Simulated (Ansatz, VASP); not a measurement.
## BN in VASP and in Ansatz

Contents of INCAR:

```
PREC = Accurate
ENCUT = 520
EDIFF = 1E-6
ISMEAR = 0
SIGMA = 0.05
LREAL = False
LASPH = True
NELM = 100
ALGO = Normal
ISIF = 2
LWAVE = False
LCHARG = False
NBANDS = 16
```

Contents of KPOINTS:

```
regular mesh
0
Gamma
  12 12 4
```

File POSCAR:

```
BN
1.0
    2.6973432957      0.0000000000      0.0000000000
   -1.3486716479      2.3359678167      0.0000000000
    0.0000000000      0.0000000000      5.7404481429
B N
2 2
Direct
    0.3333333333      0.6666666667      0.2500000000
    0.6666666667      0.3333333333      0.7500000000
    0.3333333333      0.6666666667      0.7500000000
    0.6666666667      0.3333333333      0.2500000000
```

Input for Ansatz:

```yaml
crystal:
  lattice:
    - [2.6973432957, 0.0, 0.0]
    - [-1.3486716479, 2.3359678167, 0.0]
    - [0.0, 0.0, 5.7404481429]
  atoms:
    - { symbol: B, position: [0.3333333333, 0.6666666667, 0.25] }
    - { symbol: B, position: [0.6666666667, 0.3333333333, 0.75] }
    - { symbol: "N", position: [0.3333333333, 0.6666666667, 0.75] }
    - { symbol: "N", position: [0.6666666667, 0.3333333333, 0.25] }
basis:
  ecutwfc: 420
kpoints:
  mp_grid: { grid: [12, 12, 4] }
hamiltonian:
  xc: lda
scf:
  occupations: { method: gaussian, width: 0.05 }
output:
  forces: true
  stress: true
  eigenvalues: true
```

Alike in both runs: task single point; functional LDA; k mesh 12 × 12 × 4; occupations gaussian, width 0.05 eV; no spin polarisation.

```csv
,VASP,Ansatz
version,VASP 6.6.1,Ansatz 0.2.0
potentials or method,"VASP PAW LDA potentials, release 64 (B, N)","scalar-relativistic, plane waves, PAW"
plane-wave cutoff (eV),520,420
valence electrons in the cell,16,16
```

```tsv
	VASP	Ansatz	Ansatz less VASP
gap on the k mesh at the Fermi level (eV)	3.42	3.43	+0.012
least direct gap on the mesh (eV)	3.76	3.77	+0.011
```

 A k mesh can miss the band edges. As with any semilocal functional, this LDA gap is likely too small.
